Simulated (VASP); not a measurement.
Ag2O:

```
CELL_PARAMETERS angstrom
4.71800 0.00000 0.00000
0.00000 4.71800 0.00000
0.00000 0.00000 4.71800
ATOMIC_POSITIONS crystal
Ag 0.25000 0.25000 0.25000
Ag 0.25000 0.75000 0.75000
Ag 0.75000 0.75000 0.25000
Ag 0.75000 0.25000 0.75000
O 0.00000 0.00000 0.00000
O 0.50000 0.50000 0.50000
```

```yaml
Program: VASP 6.6.1
Task: relaxation of cell and atoms
Functional: PBE
Potentials_or_basis: VASP PAW PBE potentials, release 64 (Ag, O)
Cutoff: 600 eV
k_mesh: 8 × 8 × 8
Occupations: methfessel-paxton, width 0.1 eV
Spin: no spin polarisation
```

At the start: pressure 4.7 GPa; volume 17.50 Å³/atom.

Where does the relaxation end?

Over 3 steps the energy falls by 14.1 meV/atom and the volume is 18.53 Å³/atom (+5.9 %); space group Pn-3m (No. 224, to 0.05 Å).

The path:
```tsv
step	energy change (eV)	largest force (eV/Å)	pressure (GPa)	volume (Å³)
1	0.0000	0.0000	4.66	105.02
2	-0.0788	0.0000	-1.05	112.95
3	-0.0847	0.0000	0.00	111.18
```

Final structure:
```
Ag O
1.0
     4.80853    0.00000    0.00000
     0.00000    4.80853    0.00000
     0.00000    0.00000    4.80853
Ag O
4 2
Direct
  0.25000 0.25000 0.25000
  0.25000 0.75000 0.75000
  0.75000 0.75000 0.25000
  0.75000 0.25000 0.75000
  0.00000 0.00000 0.00000
  0.50000 0.50000 0.50000
```
